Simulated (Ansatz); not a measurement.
The system is HfO2.

```
Hf O
1.0
     5.55640    0.00000    0.00000
     0.00000    3.33360    0.00000
     0.00000    0.00000    6.50500
Hf O
4 8
Direct
  0.74868 0.75000 0.60787
  0.25132 0.25000 0.39213
  0.24868 0.75000 0.89213
  0.75132 0.25000 0.10787
  0.63950 0.25000 0.42340
  0.36050 0.75000 0.57660
  0.13950 0.25000 0.07660
  0.86050 0.75000 0.92340
  0.52079 0.25000 0.84145
  0.47921 0.75000 0.15855
  0.02079 0.25000 0.65855
  0.97921 0.75000 0.34145
```

Measurements of this composition are mostly on another form, of space group No. 14.

| Quantity | Value |
| --- | --- |
| Program | Ansatz 0.2.0 |
| Task | relaxation of cell and atoms |
| Functional | RPBE |
| Potentials or basis | Ansatz PAW |
| Cutoff | 420 eV (not typed: the program's choice for these potentials) |
| k mesh | 5 × 8 × 4 |
| Occupations | fermi-dirac, width 0.05 eV |
| Spin | no spin polarisation |

At the start: volume 10.04 Å³/atom.

Where does the relaxation end?

It ends after 9 steps and the volume is 10.45 Å³/atom (+4.1 %); space group Pnma (No. 62, to 0.05 Å).

Step by step:
| step | energy change (eV) | largest force (eV/Å) | volume (Å³) |
| --- | --- | --- | --- |
| 1 | 0.0000 | 0.1041 | 120.49 |
| 2 | -0.0731 | 0.2206 | 125.61 |
| 3 | -0.0871 | 0.1587 | 124.70 |
| 4 | -0.0907 | 0.0640 | 124.62 |
| 5 | -0.0932 | 0.0269 | 124.99 |
| 6 | -0.0929 | 0.0052 | 125.10 |
| 7 | -0.1219 | 0.0052 | 125.10 |
| 8 | -0.1209 | 0.0022 | 125.39 |
| 9 | -0.1226 | 0.0022 | 125.39 |

Final structure:
```xyz
12
Lattice="5.5966 0.0000 0.0000 0.0000 3.3926 0.0000 0.0000 0.0000 6.6040" Properties=species:S:1:pos:R:3 pbc="T T T"
Hf    4.2075    2.5444    3.9858
Hf    1.3891    0.8481    2.6182
Hf    1.4092    2.5444    5.9202
Hf    4.1874    0.8481    0.6838
O     3.5713    0.8481    2.7750
O     2.0253    2.5444    3.8290
O     0.7730    0.8481    0.5270
O     4.8236    2.5444    6.0770
O     2.8891    0.8481    5.5756
O     2.7075    2.5444    1.0284
O     0.0908    0.8481    4.3304
O     5.5058    2.5444    2.2736
```

Caveat: the plane-wave basis is chosen anew once the cell has moved, so the energies of steps on either side of that aren't comparable; the pressure holds a Pulay correction of +0.8 GPa for the finite cutoff; the PAW data sets come from PBE, with cores solved anew for the run's functional, which leaves a small shift of forces and pressure.
